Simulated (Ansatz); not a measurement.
Input, command and steps of an Ansatz relaxation.

```yaml
crystal:
  lattice:
    - [2.9052864519, 0.0, 0.0]
    - [0.0, 2.9052864519, 0.0]
    - [0.0, 0.0, 2.8365900234]
  atoms:
    - { symbol: Al, position: [0.5, 0.5, 0.5] }
    - { symbol: Ni, position: [0.0, 0.0, 0.0] }
basis:
  ecutwfc: 420
kpoints:
  mp_grid: { grid: [18, 18, 18] }
hamiltonian:
  xc: pbesol
scf:
  occupations: { method: gaussian, width: 0.1 }
output:
  forces: true
  stress: true
  eigenvalues: true
relax:
  adjacent_minimum: "off"
  f_tol: 0.008
  max_steps: 40
  cell: { stress_tol: 0.015, fix: [a, b, gamma] }
```

```bash
ansatz run input.yaml --threads 1 --pin off --max-ram 2560MiB --backend cpu --events-out ev --progress --plain --runs-dir out
```

Computed with DFT PBEsol, scalar-relativistic, plane waves, PAW in Ansatz 0.2.0.

Of 5 frames 4 are shown, positions in Å and forces in eV/Å; the SCF threshold varies from step to step. Steps run on the plane waves of an earlier cell, with a Pulay correction in the pressure. The basis is chosen afresh for the last frame, the zero of the energies, and at times for earlier ones too; energy and pressure step there, also at an unchanged geometry. Spin polarisation was left out; whether the Ni atoms would carry moments isn't shown by this run.

```xyz
2
Lattice="2.9053 0.0000 0.0000 0.0000 2.9053 0.0000 0.0000 0.0000 2.8366" Properties=species:S:1:pos:R:3:forces:R:3 pbc="T T T" step=1 free_energy_over_end_meV_per_atom=0.76 pressure_GPa=-3.42
Al    1.4526    1.4526    1.4183    0.0000    0.0000    0.0000
Ni    0.0000    0.0000    0.0000    0.0000    0.0000    0.0000
2
Lattice="2.9053 0.0000 0.0000 0.0000 2.9053 0.0000 0.0000 0.0000 2.8217" Properties=species:S:1:pos:R:3:forces:R:3 pbc="T T T" step=2 free_energy_over_end_meV_per_atom=0.11 pressure_GPa=-2.56
Al    1.4526    1.4526    1.4108    0.0000    0.0000    0.0000
Ni    0.0000    0.0000    0.0000    0.0000    0.0000    0.0000
2
Lattice="2.9053 0.0000 0.0000 0.0000 2.9053 0.0000 0.0000 0.0000 2.8104" Properties=species:S:1:pos:R:3:forces:R:3 pbc="T T T" step=3 free_energy_over_end_meV_per_atom=-0.04 pressure_GPa=-1.89
Al    1.4526    1.4526    1.4052    0.0000    0.0000    0.0000
Ni    0.0000    0.0000    0.0000    0.0000    0.0000    0.0000
2
Lattice="2.9053 0.0000 0.0000 0.0000 2.9053 0.0000 0.0000 0.0000 2.8109" Properties=species:S:1:pos:R:3:forces:R:3 pbc="T T T" step=5 free_energy_over_end_meV_per_atom=0.00 pressure_GPa=-1.92
Al    1.4526    1.4526    1.4055    0.0000    0.0000    0.0000
Ni    0.0000    0.0000    0.0000    0.0000    0.0000    0.0000
```

It took 44 s on 1 thread of Arm Neoverse V2 (shared host), peak memory 0.48 GiB.